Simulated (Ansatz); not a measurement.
**Cr: single point with PBE**

The system is Cr.

```
Cr
1.0
     2.71400    0.00000    0.00000
    -1.35700    2.35039    0.00000
     0.00000    0.00000    4.41000
Cr
2
Direct
  0.66667 0.33333 0.75000
  0.33333 0.66667 0.25000
```

This isn't the form of Cr at room conditions, which is bcc.

```yaml
Program: Ansatz 0.2.0
Task: single point
Functional: PBE
Potentials_or_basis: Ansatz PAW
Cutoff: "420 eV (not typed: the program's choice for these potentials)"
k_mesh: 11 × 11 × 6
Occupations: gaussian, width 0.018 eV
Spin: collinear spin, ferromagnetic start
Starting_moments: "[3.0, 3.0] μB"
```

```json
{"Pressure": "-25.6 GPa", "Band gap on the k mesh": "none (metal or under the smearing width)", "Net moment": "1.74 μB per cell", "Absolute moment": "1.75 μB per cell", "Site moments": "Cr +0.80 μB"}
```

Stress tensor (GPa, compression positive):
```
-26.88   0.00   0.00
  0.00 -26.88   0.00
  0.00   0.00 -22.96
```

Levels at points of the mesh, in eV from the Fermi level:
Spin up:
| k point | band 13 | band 14 | band 15 | band 16 | band 17 | band 18 |
| --- | --- | --- | --- | --- | --- | --- |
| (0.00, 0.00, 0.00) | -0.63 | -0.31 | -0.31 | 0.16 | 0.16 | 0.37 |
| (0.00, 0.00, -0.50) | -0.74 | -0.74 | -0.74 | -0.74 | 1.05 | 1.05 |
Spin down:
| k point | band 10 | band 11 | band 12 | band 13 | band 14 | band 15 | band 16 | band 17 |
| --- | --- | --- | --- | --- | --- | --- | --- | --- |
| (0.00, 0.00, 0.00) | -3.12 | -0.01 | 0.07 | 0.07 | 0.46 | 0.46 | 0.62 | 0.95 |
| (0.00, 0.00, -0.50) | -4.90 | -0.58 | -0.58 | 0.02 | 0.02 | 0.02 | 0.02 | 1.87 |

It took 23 s on 2 threads of Intel(R) Xeon(R) Processor @ 2.50GHz (Skylake/Cascade Lake), with other jobs on the host, peak memory 0.54 GiB.

Caveat: so large a pressure means that the cell lies far from this level's equilibrium, or that cutoff or potentials fall short.
